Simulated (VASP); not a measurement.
Ir:

```xyz
2
Lattice="2.7514 0.0000 0.0000 -1.3757 2.3828 0.0000 0.0000 0.0000 4.4623" Properties=species:S:1:pos:R:3 pbc="T T T"
Ir    0.0000    1.5885    1.1156
Ir    1.3757    0.7943    3.3467
```

This isn't the form of Ir at room conditions, which is fcc.

Base run:

| Property | Result |
| --- | --- |
| Program | VASP 6.6.1 |
| Functional | AM05 |
| Potentials or basis | VASP PAW PBE potentials, release 64 (Ir) |
| Cutoff | 520 eV |
| k mesh | 11 × 11 × 6 |
| Occupations | fermi-dirac, width 0.05 eV |
| Spin | no spin polarisation |

Its results: pressure -14.3 GPa.

Question: After a change of settings the same cell gave: pressure 3.1 GPa. Which change was it?
A. functional from AM05 to BLYP
B. functional from AM05 to RPBE
C. functional from AM05 to TPSS
D. functional from AM05 to LDA; potentials or basis from VASP PAW PBE potentials, release 64 (Ir) to VASP PAW LDA potentials, release 64 (Ir)

Answer: B.

RPBE binds less tightly than AM05, so the same cell stands under more pressure.

Caveats: the PAW data sets were made with another functional, which shifts forces and pressure a little.
